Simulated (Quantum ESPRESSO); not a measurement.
# PbS (Galena) (Fm-3m) in Quantum ESPRESSO: notebook

The runs below take PbS (Galena) through band structure, single point, equation of state, with vdW-DF-cx.

Program: Quantum ESPRESSO 7.5. These are calculated values, not measurements. Logs are shortened: lines on timing, memory, paths and dates and some standing lists are left out, and cuts for length are marked.

## Step 1: Starting point

The structure is cubic, space group Fm-3m (No. 225). The conventional cell has a = 5.931 Å, b = 5.931 Å, c = 5.931 Å, α = 90.00°, β = 90.00°, γ = 90.00°. Pb (site symmetry m-3m) is surrounded by 6 S at 2.97 Å. S (site symmetry m-3m) is surrounded by 6 Pb at 2.97 Å.

## Step 2: Band structure, vdW-DF-cx

The input, pw.in:

```
&CONTROL
  calculation = 'scf'
  prefix = 'pwscf'
  outdir = './tmp'
  pseudo_dir = './pseudo'
  tprnfor = .true.
  tstress = .true.
  disk_io = 'low'
/
&SYSTEM
  ibrav = 0
  nat = 2
  ntyp = 2
  ecutwfc = 56
  nbnd = 16
  input_dft = 'vdw-df-cx'
  occupations = 'smearing'
  smearing = 'fd'
  degauss = 0.00367493
/
&ELECTRONS
  conv_thr = 4d-10
  electron_maxstep = 120
  mixing_beta = 0.5
/
ATOMIC_SPECIES
Pb   207.2000 Pb.upf
S     32.0600 S.upf
CELL_PARAMETERS angstrom
   0.0000000000    2.9657500000    2.9657500000
   2.9657500000    0.0000000000    2.9657500000
   2.9657500000    2.9657500000    0.0000000000
ATOMIC_POSITIONS angstrom
Pb     0.0000000000    0.0000000000    0.0000000000
S      2.9657500000    2.9657500000    2.9657500000
K_POINTS automatic
8 8 8 0 0 0
```

The input, pp_density.in:

```
&INPUTPP
  prefix = 'pwscf'
  outdir = './tmp'
  filplot = 'density.dat'
  plot_num = 0
/
&PLOT
  nfile = 1
  filepp(1) = 'density.dat'
  iflag = 3
  output_format = 6
  fileout = 'density.cube'
/
```

The input, pp_potential.in:

```
&INPUTPP
  prefix = 'pwscf'
  outdir = './tmp'
  filplot = 'potential.dat'
  plot_num = 11
/
&PLOT
  nfile = 1
  filepp(1) = 'potential.dat'
  iflag = 3
  output_format = 6
  fileout = 'potential.cube'
/
```

The input, pp_elf.in:

```
&INPUTPP
  prefix = 'pwscf'
  outdir = './tmp'
  filplot = 'elf.dat'
  plot_num = 8
/
&PLOT
  nfile = 1
  filepp(1) = 'elf.dat'
  iflag = 3
  output_format = 6
  fileout = 'elf.cube'
/
```

The input, bands.in:

```
&CONTROL
  calculation = 'bands'
  prefix = 'pwscf'
  outdir = './tmp'
  pseudo_dir = './pseudo'
  disk_io = 'low'
  verbosity = 'high'
/
&SYSTEM
  ibrav = 0
  nat = 2
  ntyp = 2
  ecutwfc = 56
  nbnd = 16
  input_dft = 'vdw-df-cx'
  occupations = 'smearing'
  smearing = 'fd'
  degauss = 0.00367493
/
&ELECTRONS
  conv_thr = 1d-08
  electron_maxstep = 120
  mixing_beta = 0.5
  diago_full_acc = .true.
/
ATOMIC_SPECIES
Pb   207.2000 Pb.upf
S     32.0600 S.upf
CELL_PARAMETERS angstrom
   0.0000000000    2.9657500000    2.9657500000
   2.9657500000    0.0000000000    2.9657500000
   2.9657500000    2.9657500000    0.0000000000
ATOMIC_POSITIONS angstrom
Pb     0.0000000000    0.0000000000    0.0000000000
S      2.9657500000    2.9657500000    2.9657500000
K_POINTS crystal
60
 0.0000000000  0.0000000000  0.0000000000 1
 0.0625000000  0.0000000000  0.0625000000 1
 0.1250000000  0.0000000000  0.1250000000 1
 0.1875000000  0.0000000000  0.1875000000 1
 0.2500000000  0.0000000000  0.2500000000 1
 0.3125000000  0.0000000000  0.3125000000 1
 0.3750000000  0.0000000000  0.3750000000 1
 0.4375000000  0.0000000000  0.4375000000 1
 0.5000000000  0.0000000000  0.5000000000 1
 0.5000000000  0.0625000000  0.5625000000 1
 0.5000000000  0.1250000000  0.6250000000 1
 0.5000000000  0.1875000000  0.6875000000 1
 0.5000000000  0.2500000000  0.7500000000 1
 0.4375000000  0.3125000000  0.7500000000 1
 0.3750000000  0.3750000000  0.7500000000 1
 0.3375000000  0.3375000000  0.6750000000 1
 0.3000000000  0.3000000000  0.6000000000 1
 0.2625000000  0.2625000000  0.5250000000 1
 0.2250000000  0.2250000000  0.4500000000 1
 0.1875000000  0.1875000000  0.3750000000 1
 0.1500000000  0.1500000000  0.3000000000 1
 0.1125000000  0.1125000000  0.2250000000 1
 0.0750000000  0.0750000000  0.1500000000 1
 0.0375000000  0.0375000000  0.0750000000 1
 0.0000000000  0.0000000000  0.0000000000 1
 0.0625000000  0.0625000000  0.0625000000 1
 0.1250000000  0.1250000000  0.1250000000 1
 0.1875000000  0.1875000000  0.1875000000 1
 0.2500000000  0.2500000000  0.2500000000 1
 0.3125000000  0.3125000000  0.3125000000 1
 0.3750000000  0.3750000000  0.3750000000 1
 0.4375000000  0.4375000000  0.4375000000 1
 0.5000000000  0.5000000000  0.5000000000 1
 0.5250000000  0.4500000000  0.5250000000 1
 0.5500000000  0.4000000000  0.5500000000 1
 0.5750000000  0.3500000000  0.5750000000 1
 0.6000000000  0.3000000000  0.6000000000 1
 0.6250000000  0.2500000000  0.6250000000 1
 0.5833333333  0.2500000000  0.6666666667 1
 0.5416666667  0.2500000000  0.7083333333 1
 0.5000000000  0.2500000000  0.7500000000 1
 0.5000000000  0.2857142857  0.7142857143 1
 0.5000000000  0.3214285714  0.6785714286 1
 0.5000000000  0.3571428571  0.6428571429 1
 0.5000000000  0.3928571429  0.6071428571 1
 0.5000000000  0.4285714286  0.5714285714 1
 0.5000000000  0.4642857143  0.5357142857 1
 0.5000000000  0.5000000000  0.5000000000 1
 0.4821428571  0.4821428571  0.5357142857 1
 0.4642857143  0.4642857143  0.5714285714 1
 0.4464285714  0.4464285714  0.6071428571 1
 0.4285714286  0.4285714286  0.6428571429 1
 0.4107142857  0.4107142857  0.6785714286 1
 0.3928571429  0.3928571429  0.7142857143 1
 0.3750000000  0.3750000000  0.7500000000 1
 0.6250000000  0.2500000000  0.6250000000 1
 0.5937500000  0.1875000000  0.5937500000 1
 0.5625000000  0.1250000000  0.5625000000 1
 0.5312500000  0.0625000000  0.5312500000 1
 0.5000000000  0.0000000000  0.5000000000 1
```

Potentials or basis: PseudoDojo 0.4.1 SR PBE standard.

Run with:

```console
OMP_NUM_THREADS=1 pw.x -in pw.in > pw.out
OMP_NUM_THREADS=1 pp.x -in pp_density.in > pp_density.out
OMP_NUM_THREADS=1 pp.x -in pp_potential.in > pp_potential.out
OMP_NUM_THREADS=1 pp.x -in pp_elf.in > pp_elf.out
OMP_NUM_THREADS=1 pw.x -in bands.in > bands.out
```

pw.out:

```text
This program is part of the open-source Quantum ESPRESSO suite
     for quantum simulation of materials; please cite
         "P. Giannozzi et al., J. Phys.:Condens. Matter 21 395502 (2009);
         "P. Giannozzi et al., J. Phys.:Condens. Matter 29 465901 (2017);
         "P. Giannozzi et al., J. Chem. Phys. 152 154105 (2020);
     in publications or presentations arising from this work. More details at

     IMPORTANT: XC functional enforced from input :
     Exchange-correlation= VDW-DF-CX
                           (   1   4  27   0   1   0   0)
     Any further DFT definition will be discarded
     Please, verify this is what you really want

     Message from routine setup:
     using ibrav=0 with symmetry is DISCOURAGED, use correct ibrav instead

     G-vector sticks info
     --------------------
     sticks:   dense  smooth     PW     G-vecs:    dense   smooth      PW
     Sum         955     955    295                19891    19891    3287

     Using Slab Decomposition

     bravais-lattice index     =            0
     lattice parameter (alat)  =       7.9259  a.u.
     unit-cell volume          =     352.0710 (a.u.)^3
     number of atoms/cell      =            2
     number of atomic types    =            2
     number of electrons       =        20.00
     number of Kohn-Sham states=           16
     kinetic-energy cutoff     =      56.0000  Ry
     charge density cutoff     =     224.0000  Ry
     scf convergence threshold =      4.0E-10
     mixing beta               =       0.5000
     number of iterations used =            8  plain     mixing
     Exchange-correlation= VDW-DF-CX
                           (   1   4  27   0   1   0   0)

     celldm(1)=   7.925897  celldm(2)=   0.000000  celldm(3)=   0.000000
     celldm(4)=   0.000000  celldm(5)=   0.000000  celldm(6)=   0.000000

     crystal axes: (cart. coord. in units of alat)
               a(1) = (   0.000000   0.707107   0.707107 )
               a(2) = (   0.707107   0.000000   0.707107 )
               a(3) = (   0.707107   0.707107   0.000000 )

     reciprocal axes: (cart. coord. in units 2 pi/alat)
               b(1) = ( -0.707107  0.707107  0.707107 )
               b(2) = (  0.707107 -0.707107  0.707107 )
               b(3) = (  0.707107  0.707107 -0.707107 )

     PseudoPot. # 1 for Pb read from file:
     Pb.upf
     Pseudo is Norm-conserving + core correction, Zval = 14.0
     Generated using ONCVPSP code by D. R. Hamann
     Using radial grid of 1678 points,  6 beta functions with:
                l(1) =   0
                l(2) =   0
                l(3) =   1
                l(4) =   1
                l(5) =   2
                l(6) =   2

     PseudoPot. # 2 for S  read from file:
     S.upf
     Pseudo is Norm-conserving + core correction, Zval =  6.0
     Generated using ONCVPSP code by D. R. Hamann
     Using radial grid of 1146 points,  6 beta functions with:
                l(1) =   0
                l(2) =   0
                l(3) =   1
                l(4) =   1
                l(5) =   2
                l(6) =   2

     atomic species   valence    mass     pseudopotential
     Pb               14.00   207.20000     Pb( 1.00)
     S                 6.00    32.06000     S ( 1.00)

     48 Sym. Ops., with inversion, found

   Cartesian axes

     site n.     atom                  positions (alat units)
         1        Pb     tau(   1) = (   0.0000000   0.0000000   0.0000000  )
         2        S      tau(   2) = (   0.7071068   0.7071068   0.7071068  )

     number of k points=    29  Fermi-Dirac smearing, width (Ry)=  0.0037
                       cart. coord. in units 2pi/alat
        k(    1) = (   0.0000000   0.0000000   0.0000000), wk =   0.0039062
        k(    2) = (   0.0883883   0.0883883  -0.0883883), wk =   0.0312500
        k(    3) = (   0.1767767   0.1767767  -0.1767767), wk =   0.0312500
        k(    4) = (   0.2651650   0.2651650  -0.2651650), wk =   0.0312500
        k(    5) = (  -0.3535534  -0.3535534   0.3535534), wk =   0.0156250
        k(    6) = (   0.1767767   0.0000000   0.0000000), wk =   0.0234375
[... 21 lines left out ...]
        k(   28) = (  -0.7071068   0.1767767  -0.0000000), wk =   0.0468750
        k(   29) = (  -0.7071068   0.3535534   0.0000000), wk =   0.0234375

     Dense  grid:    19891 G-vectors     FFT dimensions: (  40,  40,  40)

     Initial potential from superposition of free atoms

     starting charge      19.9978, renormalised to      20.0000

     %%%%%%%%%%%%%%%%%%%%%%%%%%%%%%%%%%%%%%%%%%%%%%%%%%%%%%%%%%%%%%%%%%%%%%%%
     %                                                                      %
     % You are using vdW-DF, which was implemented by the Thonhauser group. %
     % Please cite the following two papers that made this development      %
     % possible and the two reviews that describe the various versions:     %
     %                                                                      %
     %   T. Thonhauser et al., PRL 115, 136402 (2015).                      %
     %   T. Thonhauser et al., PRB 76, 125112 (2007).                       %
     %   K. Berland et al., Rep. Prog. Phys. 78, 066501 (2015).             %
     %   D.C. Langreth et al., J. Phys.: Condens. Matter 21, 084203 (2009). %
     %                                                                      %
     % If you are calculating stress with vdW-DF, please also cite:         %
     %                                                                      %
     %   R. Sabatini et al., J. Phys.: Condens. Matter 24, 424209 (2012).   %
     %                                                                      %
     %%%%%%%%%%%%%%%%%%%%%%%%%%%%%%%%%%%%%%%%%%%%%%%%%%%%%%%%%%%%%%%%%%%%%%%%

     %%%%%%%%%%%%%%%%%%%%%%%%%%%%%%%%%%%%%%%%%%%%%%%%%%%%%%%%%%%%%%%%%%%%%%%%
     %                                                                      %
     %  vdW-DF NEWS:                                                        %
     %                                                                      %
     %  * vdW-DF3 is now available. DOI: 10.1021/acs.jctc.0c00471           %
     %    use with input_dft = 'vdW-DF3-opt1' or 'vdW-DF3-opt2'             %
     %                                                                      %
     %  * Unscreened and range-separated hybrid vdW-DF-cx functionals       %
     %    DOI: 10.1063/1.4986522 and 10.1088/1361-648X/ac2ad2               %
     %    use with input_dft = 'vdW-DF-cx0'    and 'vdW-DF-ahcx'            %
     %  * Unscreened and range-separated hybrid vdW-DF2-b86r functionals    %
     %    DOI: 10.1063/1.4986522 and DOI: 10.1103/PhysRevX.12.041003        %
     %    use with input_dft = 'vdW-DF2-br0' and 'vdW-DF2-ahbr'             %
     %                                                                      %
     %%%%%%%%%%%%%%%%%%%%%%%%%%%%%%%%%%%%%%%%%%%%%%%%%%%%%%%%%%%%%%%%%%%%%%%%

     Starting wfcs are   13 randomized atomic wfcs +    3 random wfcs

     Self-consistent Calculation

     iteration #  1     ecut=    56.00 Ry     beta= 0.50
     Davidson diagonalization with overlap
     ethr =  1.00E-02,  avg # of iterations =  5.6

     Threshold (ethr) on eigenvalues was too large:
     Diagonalizing with lowered threshold

     Davidson diagonalization with overlap
     ethr =  5.70E-04,  avg # of iterations =  1.5

     total energy              =    -162.75878934 Ry
     estimated scf accuracy    <       0.11068633 Ry

     iteration #  2     ecut=    56.00 Ry     beta= 0.50
     Davidson diagonalization with overlap
     ethr =  5.53E-04,  avg # of iterations =  3.0
[... 50 lines left out ...]
     total energy              =    -162.79247548 Ry
     estimated scf accuracy    <          1.1E-09 Ry

     iteration # 10     ecut=    56.00 Ry     beta= 0.50
     Davidson diagonalization with overlap
     ethr =  5.19E-12,  avg # of iterations =  2.0

     End of self-consistent calculation

          k = 0.0000 0.0000 0.0000 (  2445 PWs)   bands (ev):

    -8.1381  -8.1381  -8.1381  -8.1208  -8.1208  -4.9966   2.5035   6.4531
     6.4531   6.4531  13.7241  13.7241  13.7241  15.2973  15.2973  15.2973

          k = 0.0884 0.0884-0.0884 (  2508 PWs)   bands (ev):

    -8.1374  -8.1351  -8.1351  -8.1217  -8.1217  -4.8622   2.0561   6.4946
     6.4946   6.7817  12.5225  12.9553  12.9553  15.2617  15.6677  15.6677
[... 83 lines left out ...]
    -8.2601  -8.1572  -8.1019  -8.0830  -8.0794  -3.3716   0.9758   3.8246
     5.3390   5.4979  12.4799  13.6093  13.6378  14.1902  20.0684  20.1191

          k = 0.0000-0.5303 0.5303 (  2502 PWs)   bands (ev):

    -8.2387  -8.1415  -8.1136  -8.0935  -8.0842  -3.3039   0.5468   3.8106
     5.6678   6.1031  11.8993  12.6760  13.6367  14.7902  18.8506  19.4638

          k =-0.7071 0.0000 0.0000 (  2498 PWs)   bands (ev):

    -8.2800  -8.1643  -8.0945  -8.0758  -8.0758  -3.2975   1.3189   3.3889
     5.1636   5.1636  12.4398  14.1577  14.2252  14.2252  19.6853  20.6917

          k = 0.3536 0.1768 0.0000 (  2495 PWs)   bands (ev):

    -8.1707  -8.1420  -8.1277  -8.1085  -8.0988  -4.1623   0.8908   5.4961
     6.3871   7.3027  10.5544  11.9385  12.7692  14.8860  17.8870  18.4599

          k =-0.2652-0.4419 0.6187 (  2480 PWs)   bands (ev):
[... 16 lines left out ...]
    -8.2295  -8.1360  -8.1196  -8.1028  -8.0805  -3.3375   0.4843   4.1936
     4.8554   7.0755  11.1239  12.8469  13.3336  15.5417  17.8423  20.1844

          k = 0.0000-0.3536 0.5303 (  2482 PWs)   bands (ev):

    -8.2110  -8.1299  -8.1207  -8.1128  -8.0861  -3.4125   0.3285   4.3662
     5.2094   7.5613  10.4358  12.4970  13.1213  16.7219  16.7967  19.5290

          k =-0.7071 0.1768-0.0000 (  2496 PWs)   bands (ev):

    -8.2591  -8.1520  -8.1051  -8.0895  -8.0758  -3.2769   0.9055   3.6013
     4.8380   6.1989  12.5368  12.6786  13.8757  14.9171  19.0589  20.2408

          k =-0.7071 0.3536 0.0000 (  2488 PWs)   bands (ev):

    -8.2344  -8.1214  -8.1214  -8.1195  -8.0758  -3.2548   0.5790   4.1665
     4.1665   7.5879  10.7224  13.2525  13.2525  16.7217  16.7217  20.5723

     the Fermi energy is     8.7498 ev

!    total energy              =    -162.79247548 Ry
     estimated scf accuracy    <          2.2E-11 Ry
     smearing contrib. (-TS)   =      -0.00001809 Ry
     internal energy E=F+TS    =    -162.79245739 Ry

     The total energy is F=E-TS. E is the sum of the following terms:
     one-electron contribution =     -35.75912165 Ry
     hartree contribution      =      30.37145694 Ry
     xc contribution           =     -46.17514859 Ry
     ewald contribution        =    -111.22964409 Ry

     convergence has been achieved in  10 iterations

     Forces acting on atoms (cartesian axes, Ry/au):

     atom    1 type  1   force =     0.00000000    0.00000000   -0.00000000
     atom    2 type  2   force =     0.00000000    0.00000000   -0.00000000

     Total force =     0.000000     Total SCF correction =     0.000000

     Computing stress (Cartesian axis) and pressure

          total   stress  (Ry/bohr**3)                   (kbar)     P=       -1.74
  -0.00001182   0.00000000   0.00000000           -1.74        0.00        0.00
   0.00000000  -0.00001182   0.00000000            0.00       -1.74        0.00
   0.00000000   0.00000000  -0.00001182            0.00        0.00       -1.74

=------------------------------------------------------------------------------=
   JOB DONE.
=------------------------------------------------------------------------------=
```

Run time: 5.2 min. Hardware: 1 thread of INTEL XEON PLATINUM 8581C at 2.30GHz (Emerald Rapids), shared host; peak memory 0.11 GiB.

What came out:

```yaml
Free_energy: -2214.9045 eV
Pressure: -0.2 GPa
Band_gap_on_the_k_mesh: 0.33 eV, direct
Band_gap_along_the_path: 0.33 eV, direct
```

Levels at the corners of the path, in eV from the valence-band top:
```tsv
point	band 7	band 8	band 9	band 10	band 11	band 12	band 13	band 14
Γ	-6.08	-2.13	-2.13	-2.13	5.14	5.14	5.14	6.71
X	-7.27	-5.20	-3.42	-3.42	3.85	5.57	5.64	5.64
W	-8.01	-4.42	-4.42	-1.00	2.14	4.67	4.67	8.14
K	-8.04	-4.78	-2.92	-2.48	3.31	4.09	5.05	6.20
Γ	-6.08	-2.13	-2.13	-2.13	5.14	5.14	5.14	6.71
L	-8.90	-1.74	-1.74	0.00	0.33	1.91	1.91	8.67
U	-8.04	-4.78	-2.92	-2.48	3.31	4.09	5.05	6.20
W	-8.01	-4.42	-4.42	-1.00	2.14	4.67	4.67	8.14
L	-8.90	-1.74	-1.74	0.00	0.33	1.91	1.91	8.67
K	-8.04	-4.78	-2.92	-2.48	3.31	4.09	5.05	6.20
U	-8.04	-4.78	-2.92	-2.48	3.31	4.09	5.05	6.20
X	-7.27	-5.20	-3.42	-3.42	3.85	5.57	5.64	5.64
```

Caveat: the potentials were made for another functional, which shifts forces and pressure; spin-orbit coupling is left out, which as a rule narrows the gap of such compounds by several tenths of an eV.

(Part 1 of 2 ends here.)
